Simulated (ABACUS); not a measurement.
Crystal: Nb.

```
Nb
1.0
    -1.66395    1.66395    1.66395
     1.66395   -1.66395    1.66395
     1.66395    1.66395   -1.66395
Nb
1
Direct
  0.00000 0.00000 0.00000
```

Base run:

* Program: ABACUS 3.10.1
* Functional: BLYP
* Potentials or basis: SG15 ONCV 1.2 PBE
* Cutoff: 1116 eV
* Density cutoff: 4463 eV
* Basis: plane waves
* k mesh: 9 × 9 × 9
* Occupations: fermi-dirac, width 0.05 eV
* Spin: no spin polarisation

Its results: band gap on the k mesh none (metal or under the smearing width); pressure 2.7 GPa.

**Question.** The run is repeated on the same cell with these changes: functional from BLYP to SOGGA; potentials or basis from SG15 ONCV 1.2 PBE to SPMS ONCV 1.0 PBE. What comes out?

**Answer.** Band gap on the k mesh none (metal or under the smearing width); pressure -9.6 GPa.

Caveats: the potentials were made for another functional, which shifts forces and pressure.
